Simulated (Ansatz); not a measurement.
The system is AlNi.

```
Ni Al
1.0
     2.88100    0.00000    0.00000
     0.00000    2.88100    0.00000
     0.00000    0.00000    2.88100
Ni Al
1 1
Direct
  0.50000 0.50000 0.50000
  0.00000 0.00000 0.00000
```

Base run:

- Program: Ansatz 0.2.0
- Functional: r2SCAN
- Potentials or basis: Ansatz PAW
- Cutoff: 500 eV (not typed: the program's choice for these potentials)
- k mesh: 9 × 9 × 9
- Occupations: fermi-dirac, width 0.05 eV
- Spin: collinear spin, ferromagnetic start
- Starting moments: [1.0, 0.0] μB

Its results: band gap on the k mesh none (metal or under the smearing width); pressure -3.2 GPa; net moment 0.00 μB per cell.

Q: The run is repeated on the same cell with these changes: functional from r2SCAN to LDA; cutoff from 500 eV (not typed: the program's choice for these potentials) to 420 eV (not typed: the program's choice for these potentials). What comes out?

A: Band gap on the k mesh none (metal or under the smearing width); pressure -8.6 GPa; net moment 0.00 μB per cell.

Caveats: the PAW data sets come from PBE, with cores solved anew for the run's functional, which leaves a small shift of forces and pressure; the starting moments weren't kept; the magnetic or orbital state may not be the lowest (some runs).
